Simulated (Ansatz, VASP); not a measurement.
Two plane-wave programs on MgI2

The input INCAR:

```
SYSTEM = MgI2
PREC = Accurate
ENCUT = 520
EDIFF = 1E-6
ISMEAR = -1
SIGMA = 0.02
LREAL = .FALSE.
LASPH = .TRUE.
NELM = 60
ALGO = Normal
ISIF = 2
LWAVE = .FALSE.
LCHARG = .FALSE.
GGA = PE
NBANDS = 15
```

File KPOINTS:

```
Automatic mesh
0
G
  6 6 6
  0 0 0
```

The input POSCAR:

```
MgI2
1.0
    0.0255389000      3.7812594885      3.7812594885
    3.7812594885      0.0255389000      3.7812594885
    3.7812594885      3.7812594885      0.0255389000
Mg I
1 2
Direct
    0.0000000000      0.0000000000      0.0000000000
    0.2502944672      0.2502944672      0.2502944672
    0.7497055328      0.7497055328      0.7497055328
```

Input for Ansatz:

```yaml
crystal:
  lattice:
    - [0.0255389, 3.7812594885, 3.7812594885]
    - [3.7812594885, 0.0255389, 3.7812594885]
    - [3.7812594885, 3.7812594885, 0.0255389]
  atoms:
    - { symbol: Mg, position: [0.0, 0.0, 0.0] }
    - { symbol: I, position: [0.2502944672, 0.2502944672, 0.2502944672] }
    - { symbol: I, position: [0.7497055328, 0.7497055328, 0.7497055328] }
kpoints:
  mp_grid: { grid: [6, 6, 6] }
  band_path:
    path:
      - [0.0, 0.0, 0.0]
      - [0.5, 0.0, 0.5]
      - [0.625, 0.25, 0.625]
      - [0.375, 0.375, 0.75]
      - [0.5, 0.5, 0.5]
      - [0.5, 0.25, 0.75]
    npoints: 1
hamiltonian:
  xc: pbe
scf:
  occupations: { method: fermi_dirac, width: 0.02 }
  n_extra_bands: 4
output:
  forces: true
  stress: true
  eigenvalues: true
```

Change from the starting cell: shear_111 strain +1.0%.

Alike in both runs: task single point; functional PBE; k mesh 6 × 6 × 6; occupations fermi-dirac, width 0.02 eV; no spin polarisation.

|  | VASP | Ansatz |
| --- | --- | --- |
| version | VASP 6.6.1 | Ansatz 0.2.0 |
| potentials or method | VASP PAW PBE potentials, release 64 (Mg, I) | plane waves, PAW |
| plane-wave cutoff (eV) | 520 | 420 |
| valence electrons in the cell | 16 | 44 |

```tsv
	VASP	Ansatz	Ansatz less VASP
pressure (GPa)	-0.1	-0.1	+0.04
largest component of the traceless stress (GPa)	0.12	0.12	-0.001
```

The two sets of potentials don't hold the same shells in valence.

Caveats: spin-orbit coupling is left out, which moves the levels of the heavy elements. A k mesh can miss the band edges.
